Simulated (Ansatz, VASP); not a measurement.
**One calculation of Zn, two programs**

INCAR

```
PREC     = Accurate       # precision mode
ENCUT    = 520            # plane-wave cutoff, eV
EDIFF    = 1E-6           # SCF threshold, eV
ISMEAR   = 0              # smearing method
SIGMA    = 0.15           # smearing width, eV
LREAL    = False          # projectors in reciprocal space
LASPH    = True           # aspherical terms in the spheres
NELM     = 100            # most SCF steps
ALGO     = Fast           # electronic algorithm
ISIF     = 2              # what is computed and relaxed
LWAVE    = False          # write WAVECAR
LCHARG   = False          # write CHGCAR
GGA      = PE             # functional
NBANDS   = 12             # bands
```

The input KPOINTS:

```
regular mesh
0
Gamma
  22 22 22
```

The input POSCAR:

```
Zn
1.0
   -1.5219658900      1.5219658900      1.5455014450
    1.5219658900     -1.5219658900      1.5455014450
    1.5219658900      1.5219658900     -1.5455014450
Zn
1
Direct
    0.0000000000      0.0000000000      0.0000000000
```

Input for Ansatz:

```yaml
crystal:
  lattice:
    - [-1.52196589, 1.52196589, 1.545501445]
    - [1.52196589, -1.52196589, 1.545501445]
    - [1.52196589, 1.52196589, -1.545501445]
  atoms:
    - { symbol: Zn, position: [0.0, 0.0, 0.0] }
basis:
  ecutwfc: 420
kpoints:
  mp_grid: { grid: [22, 22, 22] }
hamiltonian:
  xc: pbe
scf:
  occupations: { method: gaussian, width: 0.15 }
output:
  forces: true
  stress: true
  eigenvalues: true
```

Change from the starting cell: strain -0.030 along x and y, -0.015 along z, atoms carried along.

Alike in both runs: task single point; functional PBE; k mesh 22 × 22 × 22; occupations gaussian, width 0.15 eV; no spin polarisation.

|  | VASP | Ansatz |
| --- | --- | --- |
| version | VASP 6.6.1 | Ansatz 0.2.0 |
| potentials or method | VASP PAW PBE potentials, release 64 (Zn) | scalar-relativistic, plane waves, PAW |
| plane-wave cutoff (eV) | 520 | 420 |
| valence electrons in the cell | 12 | 12 |

VASP gave:

| Property | Result |
| --- | --- |
| gap on the k mesh at the Fermi level (eV) | none |
| pressure (GPa) | 6.0 |
| largest component of the traceless stress (GPa) | 0.64 |

Problem. What did Ansatz give for the same quantities?

Solution. gap on the k mesh at the Fermi level (eV): none; pressure (GPa): 5.7; largest component of the traceless stress (GPa): 0.63.

A gap of «none» marks a metal or a gap that the smearing closes.
